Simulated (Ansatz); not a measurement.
All numbers below come from DFT PBE, scalar-relativistic, plane waves, PAW in Ansatz 0.2.0. Settings: cutoff 420 eV, Γ-centred meshes spaced at most about 0.3 Å⁻¹, and about 0.25 Å⁻¹ or finer for metals (2π included), Gaussian smearing. No spin polarisation.

All energies are static (0 K, no zero-point motion).

Question: Order these relaxed structures of B3P2 by energy, lowest first, with the energy over the lowest of them.
1.

Space group P4/mbm (No. 127). a = 5.988 Å, b = 5.988 Å, c = 3.194 Å, α = 90.00°, β = 90.00°, γ = 90.00°
```
atom  site  symmetry       x       y       z
   B    2a     4/m.. 0.0000  0.0000  0.0000
   B    4h      m.2m  0.0957  0.5957  0.5000
   P    4g      m.2m  0.2197  0.7197  0.0000
```

2.

Space group Cm (No. 8). a = 9.683 Å, b = 3.045 Å, c = 4.544 Å, α = 90.00°, β = 102.33°, γ = 90.00°
```csv
atom,site,symmetry,x,y,z
B,2a,m,0.3802,0.5000,0.8183
B,2a,m,0.4322,0.0000,0.9807
B,2a,m,0.2102,0.5000,0.6470
P,2a,m,0.1200,0.5000,0.2411
P,2a,m,0.2202,0.0000,0.9641
```

3.

Space group R-3c:H (No. 167). a = 4.946 Å, b = 4.946 Å, c = 14.643 Å, α = 90.00°, β = 90.00°, γ = 120.00°
```tsv
atom	site	symmetry	x	y	z
B	18e	.2	0.2474	0.0000	0.2500
P	12c	3.	0.0000	0.0000	0.3685
```

4.

Space group P-3m1 (No. 164). a = 3.079 Å, b = 3.079 Å, c = 6.325 Å, α = 90.00°, β = 90.00°, γ = 120.00°
| atom | site | symmetry | x | y | z |
| --- | --- | --- | --- | --- | --- |
| B | 1a | -3m. | 0.0000 | 0.0000 | 0.0000 |
| B | 2d | 3m. | 0.3333 | 0.6667 | 0.4820 |
| P | 2d | 3m. | 0.3333 | 0.6667 | 0.1817 |

Answer: 4 (0 meV/atom), 2 (71 meV/atom), 1 (239 meV/atom), 3 (357 meV/atom). Forms: cell 4 P-3m1; cell 2 Cm; cell 1 P4/mbm; cell 3 anti-corundum type, R-3c. Counting P atoms around B (those within 1.25 times the shortest such distance or 1.15 times the sum of covalent radii, 1.27 where that leaves under three; the shortest distance is added where it exceeds 1.18 times the sum of covalent radii; a slash parts the counts of unlike sites): cell 4 has B 1/6; cell 2 has B 2/2 from 2.4 Å/1+2; cell 1 has B 2/4; cell 3 has B 4. Cell 4 holds B–B nets (shortest 1.79 Å); cell 2 holds B–B chains (shortest 1.66 Å) and P–P chains (shortest 2.32 Å); cell 1 holds B–B pairs (shortest 1.62 Å) (bonds between like non-metal atoms; other contacts aren't counted). All come from invented guesses. The lowest form computed isn't among them: it has B and P ordered on diamond sites, space group I4_1/amd (No. 141), 10.9 Å³/atom and lies 0.56 eV/atom below the best shown. Even the lowest of the cells shown lies +0.43 eV/atom against the elements.

In P-3m1, Cm an odd number of electrons in the primitive cell allows no gap without spin; a larger cell or a magnetic state could open one. Cells relaxed within their symmetry can be saddle points. Some types were kept out of the candidates beforehand, so the set may lack a known form.
